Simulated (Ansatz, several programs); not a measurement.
CdO in the rocksalt structure, relaxed with PBE in Ansatz (plane waves, PAW): it is cubic, Fm-3m (No. 225); a = 4.768 Å in the conventional setting, 13.55 Å³ an atom. Around Cd lie 6 O at 2.38 Å; around O lie 6 Cd at 2.38 Å. The cell was then scaled with its shape and fractional coordinates held. The values are computed, spin-unpolarised, and not measurements.

| V (Å³/atom) | E (meV/atom) |
| --- | --- |
| 12.737 | 21.48 |
| 13.143 | 5.00 |
| 13.549 | 0.00 |
| 14.362 | 17.19 |

(1) Pass a cubic E = c₀ + c₁u + c₂u² + c₃u³, with u = V − 13.448 Å³, through these points.

(2) Where is the minimum, and what bulk modulus follows?

(3) Predict the energy and the pressure at the withheld volume, 13.956 Å³.

## Answers

(1) c₀ = 0.27, c₁ = -5.730, c₂ = 30.670, c₃ = -4.5381 (meV and Å³).

(2) dE/du = 0 at u = +0.095, so V₀ = 13.54 Å³. B = V₀ d²E/dV² = 13.54 × (2c₂ + 6c₃u) = 13.54 × 58.742 = 796 meV/Å³, and 1 meV/Å³ is 0.16022 GPa: 127 GPa. A third-order Birch-Murnaghan fit to all five points gives 13.55 Å³ and 126 GPa.

(3) With u = +0.508: E ≈ 4.68 meV and P = −dE/dV ≈ -3.51 GPa. The run gives 4.50 meV and, from its stress, -3.48 GPa.
